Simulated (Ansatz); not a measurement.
Crystal: WC.

```
W C
1.0
     0.00000    2.19268    2.19268
     2.19268    0.00000    2.19268
     2.19268    2.19268    0.00000
W C
1 1
Direct
  0.00000 0.00000 0.00000
  0.50000 0.50000 0.50000
```

Measurements of this composition are mostly on another form, of space group No. 187.

- Program: Ansatz 0.2.0
- Task: single point
- Functional: PBEsol
- Potentials or basis: all-electron LAPW, scalar-relativistic
- Cutoff: 336 eV (chosen from the basis error)
- Basis error allowed: 0.001 eV/atom
- k mesh: 10 × 10 × 10
- Occupations: fermi-dirac, width 0.05 eV
- Spin: no spin polarisation

On this cell: pressure -10.2 GPa; largest force zero by symmetry; band gap on the k mesh none (metal or under the smearing width).

The same run follows on a disturbed copy (atoms moved at random, drawn with an rms of 0.05 Å):

```xyz
2
Lattice="0.0000 2.1927 2.1927 2.1927 0.0000 2.1927 2.1927 2.1927 0.0000" Properties=species:S:1:pos:R:3 pbc="T T T"
W    -0.0044   -0.0321   -0.0488
C     2.1767    2.2019    2.2440
```

Task: What does the disturbed cell give?

Result: The energy (extrapolated to zero smearing) moves by +19.3 meV/atom; pressure -8.3 GPa; largest force 0.705 eV/Å; band gap on the k mesh none (metal or under the smearing width).

Forces on the atoms (eV/Å):
```
W   -0.076  0.277  0.644
C    0.076 -0.277 -0.644
```

Stress tensor (GPa, compression positive):
```
-10.28  -0.01   0.00
 -0.01  -9.47   0.00
  0.00   0.00  -5.12
```
